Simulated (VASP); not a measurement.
## SnO$_{2}$ (fluorite): one LDA relaxation of cell and atoms in two programs

Start cell

```cif
data_structure
_symmetry_space_group_name_H-M 'P 1'
_symmetry_Int_Tables_number 1
_cell_length_a 3.6374
_cell_length_b 3.6374
_cell_length_c 3.6374
_cell_angle_alpha 60.000
_cell_angle_beta 60.000
_cell_angle_gamma 60.000
_cell_volume 34.03
loop_
_atom_site_label
_atom_site_type_symbol
_atom_site_fract_x
_atom_site_fract_y
_atom_site_fract_z
_atom_site_occupancy
Sn1 Sn 0.00000 0.00000 0.00000 1
O1 O 0.25000 0.25000 0.25000 1
O2 O 0.75000 0.75000 0.75000 1
```

Datasets and cutoffs are each program's own. VASP's cell holds 26 valence electrons and Ansatz's 26. LDA means the Perdew–Zunger form with relativistic exchange in VASP and the Perdew–Wang form in Ansatz.

Cutoffs: 600 eV in VASP, 420 eV in Ansatz. k meshes: 8×8×8 and 8×8×8.

```tsv
	VASP	Ansatz
relaxed cell vector lengths	3.567, 3.567, 3.567 Å	3.564, 3.564, 3.564 Å
relaxed cell volume	32.10 Å³	32.00 Å³
```
